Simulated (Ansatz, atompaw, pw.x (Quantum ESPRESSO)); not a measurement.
Sm: one change to the PAW (atompaw) potential, in the atom and in the sc crystal

* Element: Sm
* Generator: atompaw 4.2.0.5
* Type: PAW
* Functional: PBE
* Relativity: scalar-relativistic
* Frozen core: [Kr] 4d10
* Valence charge: 16
* Reference configuration: 4f6 5s2 5p6 5d0 6s2 6p0
* Partial waves: 5s (bound); 6s (bound); 5p (bound); 6p (bound, empty); 5d (bound, empty); 5d channel at 3.35 Ry; 4f (bound); 4f channel at 1.05 Ry
* Local potential: ultrasoft scheme with l = 4 at 0 Ry, radius 2.90 bohr
* Core correction: smooth core density matched at 1.65 bohr
* Augmentation charge: sinc compensation charge, radius 2.20 bohr; PAW radius 3.00 bohr; waves and projectors: bloechl

Change: local potential ultrasoft scheme with l = 4 at 0 Ry, radius 2.06 bohr.

Cutoffs, loose and tight: the cutoffs (Ry, on a coarse ladder) from which the occupation-weighted sum of valence levels, in a spherical-Bessel basis at the reference potential, stays within 10 and 1 mRy of its value at 400 Ry. They see the waves and projectors alone, not the compensation charge or the core.

Crystal test: sc Sm in pw.x 7.5, no spin, 12³ k-points, Fermi–Dirac smearing 0.01 Ry, cutoffs set for each file from its atomic test. The reference is all-electron LAPW (Ansatz 0.2.0) with the same functional, mesh and smearing; V0 and B0 come from Birch–Murnaghan fits to the pressures at five volumes. Errors are pseudo minus all-electron; Δ is the rms difference of the E(V) curves that follow from these fits, minima aligned, over ±6 % about the mean V0. Mesh and smearing are coarse, so the numbers serve the comparison and aren't converged zero-temperature values; the lattice is a test structure that the element need not adopt. Spin polarisation and strong correlation are left out, which matters for this element.

All-electron: a0 = 2.615 Å (V0 = 17.89 Å³/atom), B0 = 69.8 GPa.

Task: Does the change bring the crystal closer to the all-electron result?

Result: The mean pressure error goes from +5.16 to +3.70 GPa, so the change moves the solid closer to the all-electron pressures. Neither pressure curve crosses zero within the volumes sampled, so no fits are given.

| quantity | base | changed |
| --- | --- | --- |
| outcome (atom) | generated | generated |
| cutoff, loose (atom) | 25 Ry | 35 Ry |
| cutoff, tight (atom) | 35 Ry | 45 Ry |
| bound ghosts (atom) | none | none |
| cutoffs in pw.x (Ry) | 45/450 | 55/550 |
| mean pressure error (GPa) | +5.16 | +3.70 |

Base: The largest radius (3.00 bohr) exceeds half the bond length (2.48 bohr), so the spheres overlap, which is one possible source of error among others. This is a poor potential for the solid. Changed file: The largest radius (3.00 bohr) exceeds half the bond length (2.48 bohr), so the spheres overlap, which is one possible source of error among others. This is a poor potential for the solid. The atomic cutoffs weigh occupied waves only.
